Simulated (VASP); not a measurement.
Crystal: AlP.

```
CELL_PARAMETERS angstrom
0.00000 2.73570 2.73570
2.73570 0.00000 2.73570
2.73570 2.73570 0.00000
ATOMIC_POSITIONS crystal
Al 0.00000 0.00000 0.00000
P 0.25000 0.25000 0.25000
```

Base run:

- Program: VASP 6.6.1
- Functional: PBE0
- Potentials or basis: VASP PAW PBE potentials, release 64 (Al, P)
- Cutoff: 520 eV
- k mesh: 8 × 8 × 8
- Occupations: gaussian, width 0.03 eV
- Spin: no spin polarisation

Its results: band gap on the k mesh 2.95 eV, indirect (least direct gap 4.84 eV); pressure -0.2 GPa.

Task: The run is repeated on the same cell with these changes: functional from PBE0 to PBE. What comes out?

Result: Band gap on the k mesh 1.59 eV, indirect (least direct gap 3.25 eV); pressure 1.6 GPa.

PBE0 gives the wider gap, since exact exchange removes part of the self-interaction.

Caveats: the PAW data sets were made with another functional, which shifts forces and pressure a little (some runs).
